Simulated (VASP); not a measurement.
Input of a VASP 6.6.1 run:

File INCAR:

```
PREC = Accurate ; ENCUT = 520
EDIFF = 1E-7 ; ISMEAR = -1
SIGMA = 0.05 ; LREAL = F
LASPH = T ; NELM = 60
ALGO = Normal ; ISIF = 2
LWAVE = F ; LCHARG = T
GGA = PE ; LELF = T
LVHAR = T ; NBANDS = 19
```

The input KPOINTS:

```
regular mesh
0
Gamma
  8 8 4
```

File POSCAR:

```
TiTe2
1.0
    3.7770000000      0.0000000000      0.0000000000
   -1.8885000000      3.2709779501      0.0000000000
    0.0000000000      0.0000000000      6.4980000000
Te Ti
2 1
Direct
    0.3333333333      0.6666666667      0.7372000000
    0.6666666667      0.3333333333      0.2628000000
    0.0000000000      0.0000000000      0.0000000000
```

Potentials or basis: VASP PAW PBE potentials, release 64 (Te, Ti_sv).

Command:

```sh
$ cat potpaw_PBE.64/Te/POTCAR potpaw_PBE.64/Ti_sv/POTCAR > POTCAR
$ mpirun -np 1 vasp_std > vasp.out
```

**Question.** Estimate the largest force.

**Answer.** 0.022 eV/Å.

**Question.** What does it give for the pressure?

**Answer.** 0.9 GPa.

Stress tensor (GPa, compression positive):
```
0.70 0.00 0.00
0.00 0.70 0.00
0.00 0.00 1.28
```

Caveat: this functional lacks dispersion, which binds the layers, so the pressure and a relaxed spacing across them are unreliable. The run has no spin-orbit coupling, so splittings on Te are missing.
